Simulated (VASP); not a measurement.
Set up this calculation in VASP 6.6.1, as the native input.

```yaml
Task: band structure
Functional: r2SCAN
Potentials_or_basis: VASP PAW PBE potentials, release 64 (Pt, S)
Cutoff: 520 eV
k_mesh: 6 × 6 × 4
Occupations: gaussian, width 0.02 eV
Spin: spin-orbit coupling, no magnetisation
Ladder: gaps
Further_INCAR_settings: ALGO = Normal; EDIFF = 1e-06; NBANDS = 35
```

The structure of PtS2 lies in POSCAR:

```
PtS2
1.0
    3.5432000000      0.0000000000      0.0000000000
   -1.7716000000      3.0685012107      0.0000000000
    0.0000000000      0.0000000000      5.0388000000
Pt S
1 2
Direct
    0.0000000000      0.0000000000      0.0000000000
    0.6666666667      0.3333333333      0.7730000000
    0.3333333333      0.6666666667      0.2270000000
```

The input as run:

INCAR

```
SYSTEM = PtS2
PREC = Accurate
ENCUT = 520
EDIFF = 1E-6
ISMEAR = 0
SIGMA = 0.02
LREAL = .FALSE.
LASPH = .TRUE.
NELM = 80
ALGO = Normal
ISIF = 2
LWAVE = .FALSE.
LCHARG = .FALSE.
MAGMOM = 0 0 0 0 0 0 0 0 0
LORBIT = 11
LSORBIT = .TRUE.
GGA_COMPAT = .FALSE.
LMAXMIX = 4
METAGGA = R2SCAN
LMIXTAU = .TRUE.
NBANDS = 35
KPAR = 2
```

KPOINTS

```
Automatic mesh
0
G
  6 6 4
  0 0 0
```

KPOINTS_OPT

```
path GMKGALHA,LM,KH
15
line-mode
reciprocal
 0.0000000000  0.0000000000  0.0000000000  G
 0.5000000000  0.0000000000  0.0000000000  M

 0.5000000000  0.0000000000  0.0000000000  M
 0.3333333333  0.3333333333  0.0000000000  K

 0.3333333333  0.3333333333  0.0000000000  K
 0.0000000000  0.0000000000  0.0000000000  G

 0.0000000000  0.0000000000  0.0000000000  G
 0.0000000000  0.0000000000  0.5000000000  A

 0.0000000000  0.0000000000  0.5000000000  A
 0.5000000000  0.0000000000  0.5000000000  L

 0.5000000000  0.0000000000  0.5000000000  L
 0.3333333333  0.3333333333  0.5000000000  H

 0.3333333333  0.3333333333  0.5000000000  H
 0.0000000000  0.0000000000  0.5000000000  A

 0.5000000000  0.0000000000  0.5000000000  L
 0.5000000000  0.0000000000  0.0000000000  M

 0.3333333333  0.3333333333  0.0000000000  K
 0.3333333333  0.3333333333  0.5000000000  H
```

Potentials or basis: VASP PAW PBE potentials, release 64 (Pt, S).

Launch:

```sh
$ cat potpaw_PBE.64/Pt/POTCAR potpaw_PBE.64/S/POTCAR > POTCAR
$ mpirun -np 2 vasp_ncl > vasp.out
```

It gave:

```
Pressure                                              : 9.4 GPa
Largest force                                         : 1.240 eV/Å
Valence electrons inside the program's atomic spheres : Pt 9.60; S 3.68
```

Caveat: the PAW data sets were made with another functional, which shifts forces and pressure a little.

Wall time 11 min on 2 MPI ranks on Intel(R) Xeon(R) 6975P-C (Granite Rapids), on a shared host, peak memory 0.42 GiB a rank.
